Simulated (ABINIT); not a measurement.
An input for ABINIT 10.8.3 (AlAs (F-43m)):

```
acell 3*1.0 Angstrom
rprim 
  -0.000000000000 2.830400000000 2.830400000000
  2.830400000000 0.000000000000 2.830400000000
  2.830400000000 2.830400000000 0.000000000000
ntypat 2
znucl 13 33
natom 2
typat 1 2
xred 
  0.000000000000 0.000000000000 0.000000000000
  0.250000000000 0.250000000000 0.250000000000
pp_dirpath "pseudos"
pseudos "Al.upf, As.upf"
ecut 38
ngkpt 4 4 4
nshiftk 1
shiftk 0 0 0
kptopt 1
chksymbreak 0
irdden 1
istwfk *1
nband 308
prtvol 0
optdriver 6
gwr_task "HDIAGO"
paral_kgb 0
occopt 1
indata_prefix "in"
outdata_prefix "out"
tmpdata_prefix "tmp"
```

```sh
OMP_NUM_THREADS=1 mpirun -n 8 abinit run.abi > log
```

Estimate wall time and host memory on 8 MPI ranks of AMD EPYC 9R45, shared host.

It took 16 s; on shared hardware allow 8.1 s to 32 s. Peak host memory was 5.7 GiB.

[Paths, hosts, dates, memory and timing lines, banners, echoed tables and standing remarks are left out of the program output.]

[Logs are printed without paths, hosts, clocks, repeated set-up lines and the standing remarks that a program may print on its own settings, such as how far it seeks lower states.]

[Runs of the session that timed out or met a known fault of the program may be left out.]

[Hosts, paths, dates, database ids (printed as entryN), source tags and the programs' standing remarks are cut or masked in the printed files.]

[G0W0 gaps are taken among the corrected bands and points alone; a level outside them can change the order at an edge.]

[Where Ansatz stands beside ABINIT at settings called matched, ABINIT's density can come from a denser mesh and the files from another edition; pairs whose starting gaps differed by over 0.03 eV were left out, so agreement reads better than it is.]
